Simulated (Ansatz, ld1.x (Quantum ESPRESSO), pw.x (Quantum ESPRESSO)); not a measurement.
## Which Zr potential is closest to all-electron in the bcc crystal?

All use PBE, scalar-relativistic, no spin, cutoffs from each file’s atomic test, pw.x 7.5; 13³ k-points, Fermi–Dirac smearing 0.01 Ry. Δ is the rms difference from all-electron LAPW of the E(V) curves that follow from fits to the pressures, over ±6 % in volume. Mesh and smearing are coarse and serve the comparison alone. The files are a selection: those with a ghost or negative overlap were mostly not run, and those with noisy or unconverged pressures or nearly equal Δ are left out.

All-electron: a0 = 3.582 Å (V0 = 22.98 Å³/atom), B0 = 86.4 GPa.

(1) Rank them by Δ, smallest first.
A. norm-conserving RRKJ (Kleinman–Bylander form), ld1.x (Quantum ESPRESSO) 7.5, PBE; core [Kr], reference 4d2 5s2 5p0; waves: 5p (bound, empty): rc 4.20 bohr; 4d (bound): rc 2.30 bohr; 5s (bound): rc 2.25 bohr; local part: the s channel; core correction: a·sin(br)/r model core inside 2.15 bohr; rho0 0.01.
B. PAW, ld1.x (Quantum ESPRESSO) 7.5, PBE; core [Ar] 3d10, reference 4s2 4p6 4d2 5s2 5p0; waves: 4s (bound): rcut 1.80, rcutus 1.95 bohr; 5s (bound): rcut 1.80, rcutus 1.95 bohr; 4p (bound): rcut 1.80, rcutus 2.15 bohr; 5p (bound, empty): rcut 1.80, rcutus 2.15 bohr; 4d (bound): rcut 2.15, rcutus 3.00 bohr; 4d channel at 0.1 Ry: rcut 2.15, rcutus 3.00 bohr; local part: all-electron potential smoothed inside 2.40 bohr (lloc = -2); core correction: Bessel-smoothed model core, default radius (core density twice the valence density); augmentation: BESSEL, radius 1.75 bohr.
C. PAW, ld1.x (Quantum ESPRESSO) 7.5, PBE; core [Ar] 3d10, reference 4s2 4p6 4d2 5s2 5p0; waves: 4s (bound): rcut 1.60, rcutus 1.80 bohr; 5s (bound): rcut 1.60, rcutus 1.80 bohr; 4p (bound): rcut 1.95, rcutus 2.50 bohr; 5p (bound, empty): rcut 1.95, rcutus 2.50 bohr; 4d (bound): rcut 2.20, rcutus 2.70 bohr; 4d channel at 2.45 Ry: rcut 2.20, rcutus 2.70 bohr; 4f channel at 0.3 Ry: rc 2.65 bohr; local part: the f channel; core correction: a·sin(br)/r model core inside 1.80 bohr; augmentation: BESSEL, radius 1.75 bohr.
D. norm-conserving Troullier–Martins (Kleinman–Bylander form), ld1.x (Quantum ESPRESSO) 7.5, PBE; core [Kr], reference 4d2.5 5s1.5 5p0; waves: 5s (bound): rc 2.45 bohr; 5p (bound, empty): rc 3.85 bohr; 4d (bound): rc 1.75 bohr; local part: all-electron potential smoothed inside 2.60 bohr (lloc = -1); core correction: a·sin(br)/r model core inside 1.85 bohr.

Answers

(1) C (0.7 meV/atom), A (2.3 meV/atom), B (4.9 meV/atom), D (10.8 meV/atom).
